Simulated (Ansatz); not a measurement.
The cell is a 4-atom cell of AgCl (Cmcm) from a materials database; cell and atoms were relaxed with r2SCAN. Space group Cmcm (No. 63), orthorhombic; a = 3.726 Å, b = 11.112 Å, c = 3.942 Å in the conventional setting, 20.40 Å³ an atom. Ag has 7 Cl at 2.73–3.24 Å; Cl has 7 Ag at 2.73–3.24 Å.

```
CELL_PARAMETERS angstrom
1.86314 -5.55611 0.00000
1.86314 5.55611 0.00000
0.00000 0.00000 3.94200
ATOMIC_POSITIONS crystal
Ag 0.39578 0.60422 0.75000
Ag 0.60422 0.39578 0.25000
Cl 0.86592 0.13408 0.25000
Cl 0.13408 0.86592 0.75000
```

The questions ask for values computed with Ansatz on this geometry. No magnetic order and no zero-point or thermal motion.

(1) Is there a gap with PBE, and of what kind?

(2) What does HSE06 give for the gap (6×6×4 mesh)?

(3) Estimate the gap with HSE06+SOC on 4×4×4.

(4) What does DDH-PBE0 give for the gap (6×6×4 mesh)?

(5) Estimate the gap with PBE0 on 6×6×4.

(6) Order these levels by the gap that they give, smallest first.
A. DDH-PBE0
B. r2SCAN
C. HSE06
D. LDA
E. PBE
F. PBE0

(7) Relaxed again with PBEsol, is the cell stable at the zone centre, and where do its optical modes lie?

## Answers

(1) PBE gives an indirect gap of 0.45 eV, from Σ₀–Γ (0.10 of the way from Σ₀) to Γ; the least direct gap is 1.97 eV at Γ.

(2) With HSE06 the valence top lies at Σ₀–Γ (0.12 of the way from Σ₀) and the conduction bottom at Γ, 1.86 eV higher; the smallest vertical gap, at Γ, is 3.53 eV. The gap differs by +1.41 eV from PBE's.

(3) With HSE06+SOC the valence top lies at Σ₀–Γ (0.12 of the way from Σ₀) and the conduction bottom at Γ, 1.85 eV higher; the smallest vertical gap, at Γ, is 3.51 eV. The gap differs by +1.40 eV from PBE's.

(4) DDH-PBE0 gives an indirect gap of 1.95 eV, from Σ₀–Γ (0.12 of the way from Σ₀) to Γ; the least direct gap is 3.60 eV at Γ. The share of exact exchange is 0.180. The gap differs by +1.50 eV from PBE's.

(5) With PBE0 the valence top lies at Σ₀–Γ (0.12 of the way from Σ₀) and the conduction bottom at Γ, 2.56 eV higher; the smallest vertical gap, at Γ, is 4.25 eV. The gap differs by +2.11 eV from PBE's.

(6) D (0.19 eV), E (0.45 eV), B (1.01 eV), C (1.86 eV), A (1.95 eV), F (2.56 eV).

(7) The zone-centre optical frequencies run from 29 to 184 cm⁻¹, none imaginary (the rest of the zone wasn't tested). With the long-range field the highest mode reaches 194 cm⁻¹. The program warns that the force constants, and all that is formed from them, aren't settled on this k mesh.

Only the levels marked +SOC include spin-orbit coupling.

Where an edge lies off the special points, it is a point of the mesh or the k point where a search put PBE's edge or least direct gap, reused for the other functionals, whose own edges may lie a little apart; PBE's own value is read along its path and can be a few hundredths of an eV high.

The meshes of the hybrids are coarse, so their gaps aren't converged to the digits shown.
